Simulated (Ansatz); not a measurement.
Runs of Ansatz 0.2.0 on Mg. The structure is cubic, space group Im-3m (No. 229). The conventional cell has a = 3.546 Å, b = 3.546 Å, c = 3.546 Å, α = 90.00°, β = 90.00°, γ = 90.00°. Mg (site symmetry m-3m) has 8 Mg at 3.07 Å as nearest neighbours. This isn't the form of Mg at room conditions, which is hcp.

```tsv
task	level	potentials or basis	spin	fixed moment (μB)	cell	cutoff (eV)	smearing	basis error allowed	gap on the mesh (eV)	pressure (GPa)	relaxed volume (Å³/atom)
density of states	BLYP	all-electron LAPW, scalar-relativistic	collinear, ferromagnetic start	1.0	cell strained at random at fixed volume	122	fermi-dirac 0.1 eV	0.001 eV/atom	-	6.1	-
electron localisation function	r2SCAN+D4	all-electron PAW datasets made for the crystal	off	-	volume scaled by 0.8	200	fermi-dirac 0.025 eV	-	none	13.9	-
relaxation of cell and atoms	PBE+D4	all-electron LAPW, scalar-relativistic	off	-	relaxed from: cell strained at random at fixed volume	-	gaussian 0.05 eV	0.0005 eV/atom	-	0.0	22.26
density of states	PBE-LDA	all-electron LAPW, point nuclei	off	-	as given	118	fermi-dirac 0.025 eV	0.001 eV/atom	none	(a)	-
relaxation of cell and atoms	SVWN5	all-electron LAPW, non-relativistic	collinear, random start	-	relaxed from: volume scaled by 1.04	-	methfessel-paxton 0.01 eV	0.002 eV/atom	-	0.0	21.54
```

Alike in all rows: k mesh 11 × 11 × 11.

Problem. Fill in the values left out.

Solution. (a) 2.0.

Caveats: the total moment is fixed, so each spin has its own Fermi level (some runs); pairwise dispersion overbinds metals, which lowers pressure and volume (some runs); the starting moments weren't kept (some runs).

A gap of «none» marks a metal or a gap under the smearing width.
